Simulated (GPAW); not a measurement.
Here is a GPAW 26.7.0 calculation.

File run.py:

```python
import numpy as np
from ase import Atoms
from ase.dft.bandgap import bandgap
from ase.io import write
from gpaw import GPAW, PW
from gpaw.response.df import DielectricFunction

atoms = Atoms(['Sn', 'Se'],
              cell=[[0.0, 3.0496098055, 3.0496098055],
                    [3.0496098055, 0.0, 3.0496098055],
                    [3.0496098055, 3.0496098055, 0.0]],
              scaled_positions=[[0.0, 0.0, 0.0],
                                [0.5, 0.5, 0.5]],
              pbc=True)

calc = GPAW(mode=PW(400),
            xc='PBE',
            kpts={'size': (6, 6, 6), 'gamma': True},
            occupations={'name': 'fermi-dirac', 'width': 0.001},
            nbands=19,
            convergence={'density': 1e-06},
            maxiter=150,
            txt='gpaw.txt')
atoms.calc = calc
energy = atoms.get_potential_energy()
calc.write('gs.gpw')
write('result.traj', atoms)
print(f'Energy: {energy:.6f} eV')
print('Fermi level:', round(calc.get_fermi_level(), 4), 'eV')
print(f'Gap: {bandgap(calc)[0]:.4f} eV, direct: {bandgap(calc, direct=True)[0]:.4f} eV')

for size in [(19, 19, 19)]:
    name = 'x'.join(str(n) for n in size)
    dense = calc.fixed_density(kpts={'size': size, 'gamma': True},
                               nbands=36, convergence={'bands': 30, 'eigenstates': 1e-7},
                               update_fermi_level=True, txt=f'dense-{name}.txt')
    dense.write(f'{name}.gpw', mode='all')
    df = DielectricFunction(f'{name}.gpw', frequencies=np.array([0.0]), hilbert=False, eta=0.001,
                            ecut=80, nbands=30, intraband=False, txt=f'df-{name}.txt')
    for xc in ['RPA']:
        for direction in ['x', 'y', 'z', [0, 1, 1], [1, 0, 1], [1, 1, 0]]:
            e0, e = df.get_macroscopic_dielectric_constant(xc=xc, direction=direction)
            print(f'{name} {xc} {direction}: {e0:.4f} without, {e:.4f} with local fields')
```

Potentials or basis: GPAW PAW data sets (gpaw-data 1.2.1), pw.

Command:

```console
$ OMP_NUM_THREADS=1 python run.py
```

**Question.** What does it give for the electronic dielectric tensor (diagonal)?

**Answer.** 54.85.

**Question.** What does it give for the band gap on the k mesh?

**Answer.** 0.42 eV, direct.

Electronic dielectric tensor:
```
54.85  0.00  0.00
 0.00 54.85  0.00
 0.00  0.00 54.85
```

Caveat: the gap is small at this level, which inflates the dielectric constant; the long-wavelength limit can be off by a per cent or two; spin-orbit coupling is left out, which moves the levels of the heavy elements; an odd mesh through Γ misses points on the zone boundary, where band edges often lie.
